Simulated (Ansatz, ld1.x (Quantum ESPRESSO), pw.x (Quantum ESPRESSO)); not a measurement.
# Pt: one change to the TM potential, in the atom and in the diamond crystal

- Element: platinum (Pt)
- Generator: ld1.x (Quantum ESPRESSO) 7.5
- Type: norm-conserving Troullier–Martins (Kleinman–Bylander form)
- Functional: PBE
- Relativity: scalar-relativistic
- Frozen core: [Xe] 4f14
- Valence charge: 10
- Reference configuration: 5d9 6s1 6p0
- Partial waves: 6p (bound, empty): rc 4.05 bohr; 5d (bound): rc 1.95 bohr; 6s (bound): rc 1.75 bohr
- Local potential: the s channel
- Core correction: none

Change: all radii scaled by about 1.38 (s 2.42, p 5.60, d 2.70 bohr).

Cutoffs, loose and tight: the cutoffs (Ry, on a coarse ladder) from which the occupation-weighted sum of valence levels, in a spherical-Bessel basis at the reference potential, stays within 10 and 1 mRy of its value at 400 Ry. They do not see the model core or the augmentation charge, which bear on the density cutoff. Test errors are all-electron minus pseudo excitation energies from the reference, over the configurations 5d9 6s0 6p0; 5d8 6s0 6p0; 5d7 6s0 6p0; 5d8 6s1 6p1; 5d8 6s2 6p0; 5d6 6s0 6p0; 5d8 6s1 6p0; variants that change the core or the reference have their own tests.

Crystal test: diamond Pt in pw.x 7.5, no spin, 8³ k-points, Fermi–Dirac smearing 0.01 Ry, cutoffs set for each file from its atomic test. The reference is all-electron LAPW (Ansatz 0.2.0) with the same functional, mesh and smearing; V0 and B0 come from Birch–Murnaghan fits to the pressures at five volumes. Errors are pseudo minus all-electron; Δ is the rms difference of the E(V) curves that follow from these fits, minima aligned, over ±6 % about the mean V0. Mesh and smearing are coarse, so the numbers serve the comparison and aren't converged zero-temperature values; the lattice is a test structure that the element need not adopt.

All-electron: a0 = 5.784 Å (V0 = 24.18 Å³/atom), B0 = 111.9 GPa.

**Question.** Does the change bring the crystal closer to the all-electron result?

**Answer.** The mean pressure error goes from +5.84 to +14.58 GPa, so the change moves the solid further from the all-electron pressures.

| quantity | base | changed |
| --- | --- | --- |
| outcome (atom) | generated | generated |
| cutoff, loose (atom) | 40 Ry | 35 Ry |
| cutoff, tight (atom) | 70 Ry | 50 Ry |
| bound ghosts (atom) | none | none |
| largest test error (meV) (atom) | -529 | -417 |
| cutoffs in pw.x (Ry) | 85/340 | 60/240 |
| a0 (Å) | 5.876 | – |
| a0 error (%) | +1.59 | – |
| B0 error (%) | -4.6 | – |
| Δ (meV/atom) | 28.2 | – |
| mean pressure error (GPa) | +5.84 | +14.58 |

A dash: not determined, or the minimum lies outside the volumes sampled.

Base: The largest radius (4.05 bohr) exceeds half the bond length (2.37 bohr), so the spheres overlap, which is one possible source of error among others. This is a poor potential for the solid. The logarithmic derivative shows an extra or strongly shifted pseudo pole above the reference energy (s near 1.58 Ry). Changed file: The largest radius (5.60 bohr) exceeds half the bond length (2.37 bohr), so the spheres overlap, which is one possible source of error among others. This is a poor potential for the solid. The atomic cutoffs weigh occupied waves only.
